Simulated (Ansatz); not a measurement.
Ge: energy along a strain

Ge, Fd-3m, a = 5.761 Å. Ansatz: PBE, PAW, 420 eV, Γ-centred 18×18×18 mesh on 2 atoms, Gaussian smearing 0.15 eV; no spin polarisation. Cell vectors (Å): 0.000 2.881 2.881; 2.881 0.000 2.881; 2.881 2.881 0.000. The cell is strained by x per cent times the pattern (0 0 1 0 0 0) in the order xx yy zz yz xz xy (engineering shears), with fractional coordinates held. y is the free energy over the start, V0 = 23.901 Å³/atom. Points with a strain past 8.5 % were computed too (5) and aren't used here.

| x (%) | y (meV/atom) |
| --- | --- |
| -7.50 | ? |
| -3.75 | 11.38 |
| 0.00 | 0.00 |
| 3.75 | 10.32 |
| 7.50 | 39.53 |

Task: Fit y = c2 x² + c3 x³ to the other rows, get the stiffness along the pattern, and predict the missing energy.

Result: Least squares on the rows shown. y = 0.77284 x² − 0.0093659 x³. The clamped-ion stiffness p·C·p = 2 × 7.728 eV × 160.2 / 23.901 Å³ = 104 GPa, which is C33 in these axes (C11 of the cubic crystal). At x = -7.50 the fit asked for gives 47.42 meV/atom. The run gave 46.81 meV/atom, so the fit is 0.61 meV/atom too high, 1.3 % of the span of the series, against an rms of 0.03 meV/atom on the fitted rows. The row lies outside the fitted range. With a term in x⁴ added, a fit to the same known rows (none to spare) predicts 48.01 meV/atom, further off still. The records add, with no proof that it causes the miss: the gap is closed there and open in the run one row down.